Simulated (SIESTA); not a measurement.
**ZnS under changes of volume**

One of the cells (19.727 Å³/atom); the others are scaled copies at fixed shape and fractional positions:

```
Zn S
1.0
     0.00000    2.70200    2.70200
     2.70200    0.00000    2.70200
     2.70200    2.70200    0.00000
Zn S
1 1
Cartesian
  4.0530 4.0530 4.0530
  0.0000 0.0000 0.0000
```

```yaml
Program: SIESTA 5.4.2
Functional: PBE
Potentials_or_basis: PseudoDojo 0.5 stringent (PBE files)
Basis: DZP (energy shift 0.002 Ry)
Grid_cutoff: 800 Ry
Energy_shift: 0.002 Ry
k_mesh: 9 × 9 × 9
Occupations: fermi-dirac, width 0.05 eV
Spin: no spin polarisation
```

```tsv
volume (Å³/atom)	energy over the lowest point (meV/atom)	pressure (GPa)	gap on the mesh (eV)
18.543	55.16	9.3	3.13
18.938	?	?	?
19.332	20.13	5.0	2.88
19.727	9.69	3.6	2.76
20.121	2.94	1.9	2.65
20.516	0.00	0.6	2.53
20.910	0.49	-0.8	2.42
```

What does the run at 18.938 Å³/atom give?

Energy over the lowest point 34.82 meV/atom; pressure 7.1 GPa; gap on the mesh 3.01 eV.

Worked out: A Birch-Murnaghan fit of order 3 (a polynomial in V^(-2/3)) to the other rows has its minimum at 20.66 Å³/atom with B0 = V·E''(V) = 69 GPa and B' = 3.8. It gives 35.23 meV/atom at 18.938 Å³/atom, against the run's 34.82, and -dE/dV = 7.1 GPa, against 7.1. A straight line through the other rows of the gap, of slope -5.9 eV per unit of ln V (its deformation potential), gives 3.00 eV, against the run's 3.01.

Energies are extrapolated to zero smearing.

Caveats: semicore shells carry a single zeta, which can move pressures by several GPa and volumes by a few percent; the valence orbitals were made in a potential fitted to the semicore shell under them, which widens gaps by tenths of an eV or more; an odd mesh through Γ misses points on the zone boundary, where band edges often lie; the basis of atomic orbitals isn't converged, which shifts pressures, moduli and gaps.
